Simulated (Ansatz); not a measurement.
Ti: levels along high-symmetry lines

```yaml
crystal:
  lattice:
    - [0.00000, 2.83953, 2.83953]
    - [2.83953, 0.00000, 2.83953]
    - [2.83953, 2.83953, 0.00000]
  atoms:
    - { symbol: Ti, position: [0.00000, 0.00000, 0.00000] }
    - { symbol: Ti, position: [0.25000, 0.25000, 0.25000] }
```

Atoms are numbered in the order listed.

The structure comes from a relaxation in the same program, started in the diamond type, and has space group Fd-3m. Whether it is a known phase or the ground state wasn't checked.

Theory: DFT, PBE, all-electron LAPW, scalar-relativistic in Ansatz 0.2.0.

Sampling and basis: a Γ-centred 11×11×11 k mesh, Fermi–Dirac smearing of 0.05 eV, basis error target 1 meV/atom, no spin polarisation.

Points in fractions of the reciprocal vectors of this cell: Γ (0, 0, 0), X (0.5, 0, 0.5), U (0.625, 0.25, 0.625), K (0.375, 0.375, 0.75), L (0.5, 0.5, 0.5), W (0.5, 0.25, 0.75). The path joins them by straight lines in the order Γ–X–U–K–Γ–L–W–X; legs that retrace an earlier one aren't tabulated. Energies are in eV from the Fermi level.

Problem. Is there a gap?

Solution. None at this level of theory (metallic, semimetallic, or a small gap that the functional closes).

Problem. List the levels between -14 and 0 eV at the symmetry points.

Solution. 
Γ: -4.76, -0.61 (×2), -0.15 (×3)
X: -1.76 (×2), -0.01 (×2)
U: -1.83, -1.46, -0.34, -0.22
K: -1.83, -1.46, -0.34, -0.22
L: -1.80, -1.35, -0.59 (×2), -0.12 (×2)
W: -1.71 (×2)
